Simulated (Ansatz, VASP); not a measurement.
This is a calculation of PtSe2 (Sudovikovite) for VASP 6.6.1.

File INCAR:

```
ALGO = Normal
EDIFF = 1E-6
ENCUT = 520
ISIF = 2
ISMEAR = -1
LASPH = T
LCHARG = F
LREAL = F
LWAVE = F
NBANDS = 18
NELM = 100
PREC = Accurate
SIGMA = 0.05
```

File KPOINTS:

```
k-points
0
Gamma
  8 8 5
```

POSCAR

```
PtSe2
1.0
    3.7486629704      0.0000000000      0.0000000000
   -1.8743314852      3.2464373626      0.0000000000
    0.0000000000      0.0000000000      5.0955241558
Pt Se
1 2
Direct
    0.0000000000      0.0000000000      0.0000000000
    0.6666666667      0.3333333333      0.7500000000
    0.3333333333      0.6666666667      0.2500000000
```

Potentials or basis: VASP PAW LDA potentials, release 64 (Pt, Se).

Command:

```bash
$ cat potpaw_LDA.64/Pt/POTCAR potpaw_LDA.64/Se/POTCAR > POTCAR
$ mpirun -np 1 vasp_std > vasp.out
```

Q: Set up the same calculation for Ansatz 0.2.0. Potentials there: all-electron LAPW, scalar-relativistic.

A: As run (the cutoff follows the program's own potentials):

Contents of input.yaml:

```yaml
crystal:
  lattice:
    - [3.7486629704, 0.0, 0.0]
    - [-1.8743314852, 3.2464373626, 0.0]
    - [0.0, 0.0, 5.0955241558]
  atoms:
    - { symbol: Pt, position: [0.0, 0.0, 0.0] }
    - { symbol: Se, position: [0.6666666667, 0.3333333333, 0.75] }
    - { symbol: Se, position: [0.3333333333, 0.6666666667, 0.25] }
kpoints:
  mp_grid: { grid: [8, 8, 5] }
scf:
  occupations: { method: fermi_dirac, width: 0.05 }
hamiltonian:
  xc: lda
  pseudopotentials: { kind: all_electron, lapw: { basis_error: 0.002 } }
output:
  forces: true
  stress: true
  eigenvalues: true
```

Potentials or basis: all-electron LAPW, scalar-relativistic.

The run is started by

```sh
$ ansatz run input.yaml --threads 2 --pin off --max-ram 6144MiB --backend cpu --events-out ev --progress --plain --runs-dir out
```

Both were run:

|  | VASP | Ansatz | Ansatz less VASP |
| --- | --- | --- | --- |
| gap on the k mesh at the Fermi level (eV) | none | none | - |
| pressure (GPa) | -2.6 | -3.0 | -0.35 |
| largest component of the traceless stress (GPa) | 0.16 | 0.05 | -0.116 |
| rms of the force components (eV/Å) | 0.003 | 0.020 | +0.0165 |

Atom by atom the forces differ by 0.023 eV/Å (rms over components). A gap of «none» marks a metal or a gap that the smearing closes. Ansatz ran all-electron here, so the differences hold the error of VASP's frozen core and of both bases.

The runs have no spin-orbit coupling, so splittings on Pt are missing.
